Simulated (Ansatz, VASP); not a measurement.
## ScAl3: VASP beside Ansatz

```
CELL_PARAMETERS angstrom
4.07130 0.00000 0.00000
0.00000 4.07130 0.00000
0.00000 0.00000 4.07130
ATOMIC_POSITIONS crystal
Sc 0.00000 0.00000 0.00000
Al 0.50000 0.00000 0.50000
Al 0.00000 0.50000 0.50000
Al 0.50000 0.50000 0.00000
```

Alike in both runs: functional PBEsol; k mesh 10 × 10 × 10; occupations gaussian, width 0.1 eV; no spin polarisation.

Ansatz relaxed the structure, and its values are those at the end. VASP's run is a single point on that final structure, the one shown.

|  | VASP | Ansatz |
| --- | --- | --- |
| version | VASP 6.6.1 | Ansatz 0.2.0 |
| potentials or method | VASP PAW PBE potentials, release 64 (Sc_sv, Al) | scalar-relativistic, plane waves, PAW |
| plane-wave cutoff (eV) | 520 | 420 |
| valence electrons in the cell | 20 | 20 |

```tsv
	VASP	Ansatz	Ansatz less VASP
gap on the k mesh at the Fermi level (eV)	none	none	-
pressure (GPa)	0.1	0.0	-0.11
```

A gap of «none» marks a metal or a gap that the smearing closes.

Caveats: the PAW data sets were made with another functional, which shifts forces and pressure a little (VASP).
